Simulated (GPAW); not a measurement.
Input of a GPAW 26.7.0 run:

File run.py:

```python
from ase.eos import EquationOfState
from ase.io import Trajectory, read
from ase.units import GPa
from gpaw import GPAW, PW, setup_paths

setup_paths.insert(0, '.')

atoms = read('POSCAR')

traj = Trajectory('eos.traj', 'w')
volumes, energies = [], []
for x in [0.94, 0.96, 0.98, 1.0, 1.02, 1.04, 1.06]:
    a = atoms.copy()
    a.set_cell(atoms.cell * x**(1 / 3), scale_atoms=True)
    calc = GPAW(mode=PW(800),
                xc='LDA',
                kpts={'size': (10, 10, 10), 'gamma': True},
                occupations={'name': 'fermi-dirac', 'width': 0.05},
                nbands=11,
                convergence={'density': 1e-05, 'energy': 1e-05},
                maxiter=150,
                txt=f'eos-{x:.2f}.txt')
    a.calc = calc
    energies.append(a.get_potential_energy(force_consistent=True))
    volumes.append(a.get_volume())
    p = -a.get_stress()[:3].mean() / GPa
    calc.write(f'eos-{x:.2f}.gpw')
    traj.write(a)
    print(f'{x:.2f} {volumes[-1]:10.4f} A^3 {energies[-1]:14.6f} eV {p:9.3f} GPa', flush=True)

v0, e0, B = EquationOfState(volumes, energies, eos='birchmurnaghan').fit()
print(f'V0 = {v0:.4f} A^3, E0 = {e0:.6f} eV, B0 = {B / GPa:.2f} GPa')
```

Contents of POSCAR:

```
BP
1.0
    0.0000000000      2.2690000000      2.2690000000
    2.2690000000      0.0000000000      2.2690000000
    2.2690000000      2.2690000000      0.0000000000
P B
1 1
Direct
    0.7500000000      0.7500000000      0.7500000000
    0.0000000000      0.0000000000      0.0000000000
```

Potentials or basis: PAW data sets generated in the run's folder for this functional, pw.

Command:

```console
$ gpaw-setup -f LDA B P
$ OMP_NUM_THREADS=1 python run.py
```

(1) What does it give for the pressure derivative of the bulk modulus?

(2) What does it give for the equilibrium volume?

## Answers

(1) 3.8.

(2) 11.34 Å³/atom.

**The experiment to reproduce.**

“Equation of state of single-crystal cubic boron phosphide”, 2014, arxiv:1407.1677 reports, for a bulk crystal of BP at 300 K: bulk modulus 179 ± 1 GPa.

Against the measured bulk modulus of BP, 179 GPa (300 K; “Equation of state of single-crystal cubic boron phosphide”, 2014, arxiv:1407.1677), the calculated 176 GPa is off by -1.7 %. 3 values of this kind are on record (173 to 179 GPa); this one was drawn at random among those near their median, those with a stated uncertainty first. The fit is for a static lattice scaled at fixed shape and fixed fractional positions.
